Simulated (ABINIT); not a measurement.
FeO (Wuestite):

```
Fe O
1.0
     0.00000    2.15540    2.15540
     2.15540    0.00000    2.15540
     2.15540    2.15540    0.00000
Fe O
1 1
Direct
  0.00000 0.00000 0.00000
  0.50000 0.50000 0.50000
```

- Program: ABINIT 10.8.3 (patched build)
- Task: relaxation of cell and atoms
- Functional: PBEsol
- Potentials or basis: PseudoDojo NC SR PBEsol v0.4 stringent
- Cutoff: 1605 eV
- k mesh: 8 × 8 × 8
- Occupations: fermi-dirac, width 0.05 eV
- Spin: collinear spin, ferromagnetic start
- Starting moments: [3.0, 0.0] μB

At the start: pressure -9.0 GPa; volume 10.01 Å³/atom.

Q: How do energy, volume and symmetry change on relaxing?

A: Over 5 steps the energy falls by 14.0 meV/atom and the volume is 9.54 Å³/atom (-4.7 %); space group Fm-3m (No. 225, to 0.05 Å); moment 4.00 μB per cell.

Step by step:
```csv
step,energy change (eV),largest force (eV/Å),pressure (GPa),volume (Å³)
1,0.0000,0.0000,-9.04,20.03
2,-0.0227,0.0000,-4.12,19.48
3,-0.0279,0.0000,0.34,19.05
4,-0.0280,0.0000,-0.01,19.08
5,-0.0280,0.0000,0.00,19.08
```

Final structure:
```yaml
crystal:
  lattice:
    - [0.00000, 2.12087, 2.12087]
    - [2.12087, 0.00000, 2.12087]
    - [2.12087, 2.12087, 0.00000]
  atoms:
    - { symbol: Fe, position: [0.00000, 0.00000, 0.00000] }
    - { symbol: O, position: [0.50000, 0.50000, 0.50000] }
```

Caveat: a cell with one magnetic atom can't hold antiferromagnetic order, which such compounds often take.
